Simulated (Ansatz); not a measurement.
# BaZrO3 (Pm-3m), a vibration from a frozen displacement

These are results of DFT PBE, scalar-relativistic, plane waves, PAW in Ansatz, not measurements. The runs took a 420 eV cutoff, a Γ-centred 6×6×6 mesh and Gaussian smearing (0.05 eV). Spin–orbit coupling is left out, which matters for the heavy elements here. No spin polarisation. Energies are free energies at this smearing, counted from the undisturbed cell; pressure is positive in compression.

Reference structure (as given, not relaxed at this level; it stands at 5.2 GPa, and it needn't be the usual structure):

```xyz
5
Lattice="4.1815 0.0000 0.0000 0.0000 4.1815 0.0000 0.0000 0.0000 4.1815" Properties=species:S:1:pos:R:3 pbc="T T T"
Ba    2.0907    2.0907    2.0907
Zr    0.0000    0.0000    0.0000
O     2.0907    0.0000    0.0000
O     0.0000    2.0907    0.0000
O     0.0000    0.0000    2.0907
```

Every Ba atom is moved by x along the Cartesian unit vector (0.000, -0.707, -0.707); the cell and all other atoms stay fixed. The cell's volume is 73.11 Å³; the moved atoms weigh 137.327 u together and the others 139.221 u. Some rows repeat others by symmetry and weren't run.

```csv
x (Å),ΔE (meV/cell),total force on the moved atoms along the move (eV/Å),pressure (GPa)
-0.3000,179.92,1.3093,6.9563
-0.2625,134.80,1.1007,6.5463
-0.2250,97.15,0.9099,6.1956
-0.1875,66.36,0.7347,5.9023
-0.1500,41.89,0.5723,5.6648
-0.1125,23.31,0.4202,5.4814
-0.0750,10.28,0.2758,5.3509
-0.0375,2.56,0.1366,5.2731
0.0000,0.00,0.0000,5.2473
0.0375,2.56,-0.1366,5.2731
0.0750,10.28,-0.2758,5.3509
0.1125,23.31,-0.4202,5.4814
0.1500,41.89,-0.5723,5.6648
0.1875,66.36,-0.7347,5.9023
0.2250,97.15,-0.9099,6.1956
0.2625,134.80,-1.1007,6.5463
0.3000,179.92,-1.3093,6.9563
```

What frequency belongs to this motion?

The force constant is k = −dF/dx = 3.643 eV/Å², from the parabola through x = -0.0375, 0 and 0.0375. In every cell the moved atoms swing against the rest, so the mass is μ = m₁m₂/(m₁ + m₂) = 69.134 u, and ν̃ = 521.5 cm⁻¹ × √(|k|/μ) = 120 cm⁻¹, at this cell's pressure of 5.2 GPa. The pattern needn't be a normal mode: ν̃² is then a weighted mean of the squared nonzero frequencies at the zone centre of this cell, taken without macroscopic field, so it lies between the lowest and the highest of them.

How far does the harmonic law reach?

At x = -0.300 Å, kx²/2 = 163.94 meV against the computed 179.92 meV (+9.8 %): the well stiffens in this direction at large amplitude.

The pressure changes with x². What does that say about the frequency under compression?

With E = k(V)x²/2, k ∝ V^(−2γ) and x scaling with the cell as V^(1/3), P − P0 = −∂E/∂V = (2γ − 2/3) ΔE/V. At x = 0.0750 Å, V(P − P0) = 73.11 × 0.10367 / 160.2 eV = 47.31 meV and ΔE = 10.28 meV, so γ = 1/3 + V(P − P0)/(2ΔE) = 2.63. This is the Grüneisen parameter of the motion under uniform scaling of the cell: shrinking the cell evenly by 1 % in volume raises the frequency by about 2.63 %.